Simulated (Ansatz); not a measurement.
Crystal: InAs.

```
CELL_PARAMETERS angstrom
0.00000 3.01800 3.01800
3.01800 0.00000 3.01800
3.01800 3.01800 0.00000
ATOMIC_POSITIONS crystal
In 0.00000 0.00000 0.00000
As 0.75000 0.75000 0.75000
```

```yaml
Program: Ansatz 0.2.0
Task: relaxation of cell and atoms
Functional: HSE03
Potentials_or_basis: Ansatz PAW
Cutoff: "420 eV (not typed: the program's choice for these potentials)"
k_mesh: 4 × 4 × 4
Occupations: fermi-dirac, width 0.05 eV
Spin: no spin polarisation
```

At the start: volume 27.49 Å³/atom.

Where does the relaxation end?

It ends after 5 steps and the volume is 28.73 Å³/atom (+4.5 %); space group F-43m (No. 216, to 0.05 Å).

Step by step:
```tsv
step	energy change (eV)	largest force (eV/Å)	volume (Å³)
1	0.0000	0.0000	54.98
2	-0.0169	0.0000	58.39
3	-0.0192	0.0000	57.62
4	-0.0193	0.0000	57.46
5	-0.0198	0.0000	57.46
```

Final structure:
```
CELL_PARAMETERS angstrom
0.00000 3.06283 3.06283
3.06283 0.00000 3.06283
3.06283 3.06283 0.00000
ATOMIC_POSITIONS crystal
In 0.00000 0.00000 0.00000
As 0.75000 0.75000 0.75000
```

Caveat: the k mesh is coarse (spacing up to 0.45 Å⁻¹), so the values aren't converged, least of all with exact exchange; the plane-wave basis is chosen anew once the cell has moved, so the energies of steps on either side of that aren't comparable; the PAW data sets come from PBE, with cores solved anew for the run's functional, which leaves a small shift of forces and pressure.
